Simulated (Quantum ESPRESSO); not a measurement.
The system is Ni.

```xyz
1
Lattice="-1.3837 1.3837 1.3837 1.3837 -1.3837 1.3837 1.3837 1.3837 -1.3837" Properties=species:S:1:pos:R:3 pbc="T T T"
Ni    0.0000    0.0000    0.0000
```

This isn't the form of Ni at room conditions, which is fcc.

Base run:

* Program: Quantum ESPRESSO 7.5
* Functional: PBEsol
* Potentials or basis: GBRV 1.5 PBEsol
* Cutoff: 612 eV
* Density cutoff: 4898 eV
* k mesh: 13 × 13 × 13
* Occupations: fermi-dirac, width 0.05 eV
* Spin: collinear spin, ferromagnetic start
* Starting moments: [1.0] μB

Its results: band gap on the k mesh none (metal or under the smearing width); pressure -2.5 GPa; net moment 0.62 μB per cell; site moments Ni +0.65 μB.

Problem. The run is repeated on the same cell with these changes: hubbard terms from none to Ni d U = 1 eV. What comes out?

Solution. Band gap on the k mesh none (metal or under the smearing width); pressure -3.4 GPa; net moment 0.62 μB per cell; site moments Ni +0.65 μB.

Caveats: the U is typed as a test and isn't derived for this compound (some runs).
